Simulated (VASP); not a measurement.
# Al2O3 (P-6m2) in VASP: a series of runs, part 2 of 2

VASP 6.6.1. Earlier steps stand in the parts before.

## (4) Single point, PBE

INCAR

```
  ADDGRID = False
  ALGO = Normal
  EDIFF = 1E-7
  ENCUT = 400
  GGA = PE
  ISIF = 2
  ISMEAR = 0
  LASPH = False
  LCHARG = False
  LREAL = False
  LWAVE = False
  NELM = 100
  PREC = Accurate
  SIGMA = 0.05
```

KPOINTS

```
k-points
0
Gamma
  8 8 2
```

POSCAR

```
Al2O3
1.0
    2.8843249483      0.0000000000      0.0000000000
   -1.4421624742      2.4978986780      0.0000000000
    0.0000000000      0.0000000000      9.3367544600
Al O
2 3
Direct
    0.0000000000      0.0000000000      0.8500076700
    0.0000000000      0.0000000000      0.1499923300
    0.3333333333      0.6666666667      0.7776830800
    0.6666666667      0.3333333333      0.0000000000
    0.3333333333      0.6666666667      0.2223169200
```

Potentials or basis: VASP PAW PBE potentials, release 64 (Al, O_s).

On the command line:

```sh
$ cat potpaw_PBE.64/Al/POTCAR potpaw_PBE.64/O_s/POTCAR > POTCAR
$ mpirun -np 1 vasp_std > vasp.out
```

OUTCAR:

```text
EDIFF = 1E-7
   ENCUT = 400
   GGA = PE
   ISIF = 2
   ISMEAR = 0
   LASPH = False
   LREAL = False
   NELM = 100
   PREC = Accurate

 Found     20 irreducible k-points:

 Following reciprocal coordinates:
            Coordinates               Weight
  0.000000  0.000000  0.000000      1.000000
  0.125000 -0.000000  0.000000      6.000000
  0.250000 -0.000000  0.000000      6.000000
  0.375000  0.000000  0.000000      6.000000
  0.500000 -0.000000  0.000000      3.000000
  0.125000  0.125000  0.000000      6.000000
   k-points           NKPTS =     20   k-points in BZ     NKDIM =     20   number of bands    NBANDS=     16
   number of dos      NEDOS =    301   number of ions     NIONS =      5
   total plane-waves  NPLWV =  25600
   dimension x,y,z NGX =    20 NGY =   20 NGZ =   64
   dimension x,y,z NGXF=    40 NGYF=   40 NGZF=  128
   ions per type =               2   3
   NGX,Y,Z   is equivalent  to a cutoff of  11.53, 11.53, 11.40 a.u.
   NGXF,Y,Z  is equivalent  to a cutoff of  23.06, 23.06, 22.79 a.u.
 SYSTEM =  unknown system
   PREC   = accura    normal or accurate (medium, high low for compatibility)
   ISTART =      0    job   : 0-new  1-cont  2-samecut
   ICHARG =      2    charge: 1-file 2-atom 10-const
   ISPIN  =      1    spin polarized calculation?
   LNONCOLLINEAR =      F non collinear calculations
   LSORBIT =      F    spin-orbit coupling
   LASPH  =      F    aspherical Exc in radial PAW
   ENCUT  =  400.0 eV  29.40 Ry    5.42 a.u.   4.70  4.70 15.23*2*pi/ulx,y,z
   NELM   =    100;   NELMIN=  2; NELMDL= -5     # of ELM steps
   EDIFF  = 0.1E-06   stopping-criterion for ELM
   LREAL  =      F    real-space projection
   EDIFFG = 0.1E-05   stopping-criterion for IOM
   NSW    =      0    number of steps for IOM
   IBRION =     -1    ionic relax: 0-MD 1-quasi-New 2-CG
   NFREE  =      0    steps in history (QN), initial steepest desc. (CG)
   ISIF   =      2    stress and relaxation
   ISYM   =      2    0-nonsym 1-usesym 2-fastsym
   POTIM  = 0.5000    time-step for ionic-motion
   TEBEG  =    0.0;   TEEND  =   0.0 temperature during run
   PSTRESS=    0.0 pullay stress
   NELECT =      24.0000    total number of electrons
   NUPDOWN=      -1.0000    fix difference up-down
   EMIN   =  10.00;   EMAX   =-10.00  energy-range for DOS
   EFERMI =   0.00;   METHOD = LEGACY
   ISMEAR =     0;   SIGMA  =   0.05  broadening in eV -4-tet -1-fermi 0-gaus
   EFERMI_NEDOS =   21; number of points for ismear=-14 and -15
   IALGO  =     38    algorithm
   IMIX   =      4    mixing-type and parameters
     AMIX     =   0.40;   BMIX     =  1.00
     AMIX_MAG =   1.60;   BMIX_MAG =  1.00
  volume/ion in A,a.u.               =      13.45        90.79
  Fermi-wavevector in a.u.,A,eV,Ry     =   1.161111  2.194181 18.343074  1.348178
  Thomas-Fermi vector in A             =   2.297686
   LORBIT       =      0    0 simple, 1 ext, 2 COOP (PROOUT), +10 PAW based schemes
   GGA     = PE    functional components
   LHFCALC =     F    Hartree Fock is set to
   AEXX    =    0.0000 exact exchange contribution
   IVDW    =     0    specifies the selected vdW correction
   LEPSILON=     F    determine dielectric tensor
   LRPA    =     F    only Hartree local field effects (RPA)
 non-spin polarized calculation
 Gauss-broadening in eV      SIGMA  =   0.05
  energy-cutoff  :      400.00
  volume of cell :       67.27
 maximum number of plane-waves:      1243
 NGX is ok and might be reduce to    20
   NGX =  9   NGY =  9   NGZ = 31

 number of electron      24.0000003 magnetization

 Free energy of the ion-electron system (eV)
  ---------------------------------------------------
  ext. energy  EPLUGINS =         0.00000000
  ---------------------------------------------------
  free energy    TOTEN  =       -36.31729997 eV

  energy without entropy =      -36.31729997  energy(sigma->0) =      -36.31729997

 E-fermi :   1.3379     XC(G=0):  -8.5357

 val. band max:        1.1148300054   @ k =   0.1250   0.1250   0.0000
 cond. band min:       5.8681231921   @ k =   0.0000   0.0000   0.0000
 fundamental gap:      4.7532931867
 Fermi energy:         1.3378796226

 k-point     1 :       0.0000    0.0000    0.0000
  band No.  band energies     occupation
      1     -17.6042      2.00000
      2     -16.5775      2.00000
      3     -15.3958      2.00000
      4      -3.8446      2.00000
      5      -0.9715      2.00000
      6      -0.3705      2.00000
[... 91 lines left out ...]
      3     -15.2251      2.00000
      4      -3.6799      2.00000
      5      -2.3189      2.00000
      6      -1.8534      2.00000
[... 8 lines left out ...]
     15      10.2221      0.00000
     16      11.5579      0.00000

 [... further k-points ...]

------------------------ aborting loop because EDIFF is reached ----------------------------------------

  FORCE on cell =-STRESS in cart. coord.  units (eV):
  Direction    XX          YY          ZZ          XY          YZ          ZX
  --------------------------------------------------------------------------------------
  -------------------------------------------------------------------------------------
  Total        0.2023603      0.2023603     -0.1430473     -0.0000000      0.0000000      0.0000000
  in kB        4.8197104      4.8197104     -3.4070239     -0.0000000      0.0000000      0.0000000
  external PRESSURE =       2.0774657 kB  Pullay stress =       0.0000000 kB

 VOLUME and BASIS-vectors are now :
 -----------------------------------------------------------------------------
  energy-cutoff  :      400.00
  volume of cell :       67.27
      direct lattice vectors                 reciprocal lattice vectors
     2.884324948  0.000000000  0.000000000     0.346701574  0.200168247  0.000000000
    -1.442162474  2.497898678  0.000000000     0.000000000  0.400336494  0.000000000
     0.000000000  0.000000000  9.336754460     0.000000000  0.000000000  0.107103598

 POSITION                                       TOTAL-FORCE (eV/Angst)
 -----------------------------------------------------------------------------------
      0.00000      0.00000      7.93631         0.000000     -0.000000     -0.066488
      0.00000      0.00000      1.40044         0.000000     -0.000000      0.066488
     -0.00000      1.66527      7.26104        -0.000000     -0.000000      0.040877
      1.44216      0.83263      0.00000         0.000000      0.000000      0.000000
     -0.00000      1.66527      2.07572        -0.000000     -0.000000     -0.040877
 -----------------------------------------------------------------------------------
    total drift:                               -0.000000      0.000000     -0.000000

  FREE ENERGIE OF THE ION-ELECTRON SYSTEM (eV)
  ---------------------------------------------------
  free  energy   TOTEN  =       -36.3172999708 eV

  energy  without entropy=      -36.3172999708  energy(sigma->0) =      -36.31729997
```

OSZICAR:

```text
N       E                     dE             d eps       ncg     rms          rms(c)
DAV:   1     0.120573117739E+03    0.12057E+03   -0.11014E+04   640   0.112E+03
DAV:   2    -0.358390181491E+02   -0.15641E+03   -0.15229E+03   696   0.340E+02
DAV:   3    -0.408659255571E+02   -0.50269E+01   -0.50187E+01   912   0.653E+01
[... 23 lines left out ...]
DAV:  27    -0.363173103775E+02    0.99466E-04   -0.24620E-04   728   0.153E-01    0.759E-02
DAV:  28    -0.363173010178E+02    0.93597E-05   -0.24825E-05   832   0.473E-02    0.259E-02
DAV:  29    -0.363173002388E+02    0.77898E-06   -0.18070E-06   752   0.125E-02    0.138E-02
DAV:  30    -0.363172999177E+02    0.32114E-06   -0.75071E-07   768   0.828E-03    0.420E-03
DAV:  31    -0.363172999708E+02   -0.53162E-07   -0.48294E-08   344   0.213E-03
   1 F= -.36317300E+02 E0= -.36317300E+02  d E =-.308729E-11
```

stdout:

```text
POSCAR found type information on POSCAR AlO
 POSCAR found :  2 types and       5 ions
 scaLAPACK will be used
 LDA part: xc-table for (Slater+PW92), standard interpolation
 POSCAR, INCAR and KPOINTS ok, starting setup
 FFT: planning ... GRIDC
 FFT: planning ... GRID_SOFT
 FFT: planning ... GRID
 WAVECAR not read
 entering main loop
```

Wall time 19 s (1 thread of AMD EPYC 9R45 (Zen 5), shared host); peak memory 0.13 GiB.

These settings aren't checked as converged: the numbers below hold their error.

Results:

| Item | Value |
| --- | --- |
| Free energy | -36.3173 eV |
| Pressure | 0.2 GPa |
| Largest force | 0.066 eV/Å |
| Band gap on the k mesh | 4.75 eV, indirect (least direct gap 4.99 eV) |

## (5) Single point, PBE

INCAR, as its differences from that of step 4:

```diff
@@ -3,3 +3,3 @@
   EDIFF = 1E-7
-  ENCUT = 400
+  ENCUT = 200
   GGA = PE
@@ -7,3 +7,3 @@
   ISMEAR = 0
-  LASPH = False
+  LASPH = True
   LCHARG = False
```

KPOINTS

```
k-points
0
Gamma
  11 11 3
```

POSCAR is that of step 4.

On the command line:

```sh
$ cat potpaw_PBE.64/Al/POTCAR potpaw_PBE.64/O_s/POTCAR > POTCAR
$ mpirun -np 1 vasp_std > vasp.out
```

Run time: 6.4 s. Hardware: 1 thread of AMD EPYC 9R45 (Zen 5), shared host; peak memory 0.09 GiB.

The run converged, but a check on its numbers failed (symmetry, net force, bounds or a known fault of this set-up), so they aren't taken as properties of the crystal.

Caveat: the cutoff lies under the usual one of these potentials, so the numbers hold a large basis-set error; a pressure of tens of GPa on the cell as given is suspect, and the run, the potentials or the cell itself is likely at fault; an odd mesh through Γ misses points on the zone boundary, where band edges often lie.

## (6) Single point, PBE

INCAR, as its differences from that of step 5:

```diff
@@ -3,3 +3,3 @@
   EDIFF = 1E-7
-  ENCUT = 200
+  ENCUT = 500
   GGA = PE
```

KPOINTS

```
k-points
0
Gamma
  8 8 2
```

POSCAR is that of step 5.

Potentials or basis: VASP PAW PBE potentials, release 64 (Al, O_s).

On the command line:

```sh
$ cat potpaw_PBE.64/Al/POTCAR potpaw_PBE.64/O_s/POTCAR > POTCAR
$ mpirun -np 1 vasp_std > vasp.out
```

Run time: 28 s. Hardware: 1 thread of AMD EPYC 9R45 (Zen 5), shared host; peak memory 0.16 GiB.

The run converged, but some of its settings lie outside the range that counts as converged, so its numbers aren't taken as properties of the crystal.

Results:

| Item | Value |
| --- | --- |
| Free energy | -36.3367 eV |
| Pressure | 0.2 GPa |
| Largest force | 0.060 eV/Å |
| Band gap on the k mesh | 4.76 eV, indirect (least direct gap 4.99 eV) |
